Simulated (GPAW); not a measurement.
The system is TiO2 (Anatase).

```xyz
6
Lattice="-1.8921 1.8921 4.7573 1.8921 -1.8921 4.7573 1.8921 1.8921 -4.7573" Properties=species:S:1:pos:R:3 pbc="T T T"
Ti    0.0000    1.8921    2.3786
Ti    0.0000    0.0000    0.0000
O     0.0000    0.0000    7.5346
O     0.0000    1.8921    0.3987
O     0.0000    1.8921    4.3586
O     0.0000    0.0000    1.9800
```

Base run:

* Program: GPAW 26.7.0
* Functional: LDA
* Potentials or basis: the program's PAW data sets (release 1.2.1) made for this functional
* Cutoff: 600 eV
* Basis: pw
* k mesh: 8 × 8 × 8
* Occupations: fermi-dirac, width 0.01 eV
* Spin: no spin polarisation
* Hubbard terms: Ti d U = 5.3 eV

Its results: band gap on the k mesh 2.96 eV, indirect (least direct gap 3.32 eV).

Question: The run is repeated on the same cell with these changes: occupations from fermi-dirac, width 0.01 eV to fermi-dirac, width 0.001 eV; hubbard terms from Ti d U = 5.3 eV to none. What comes out?

Answer: Band gap on the k mesh 2.07 eV, indirect (least direct gap 2.38 eV).

Caveats: the long-wavelength limit can be off by several per cent where d states take part (some runs); an odd mesh through Γ misses points on the zone boundary, where band edges often lie (some runs).

Not every run made on this cell is shown here.
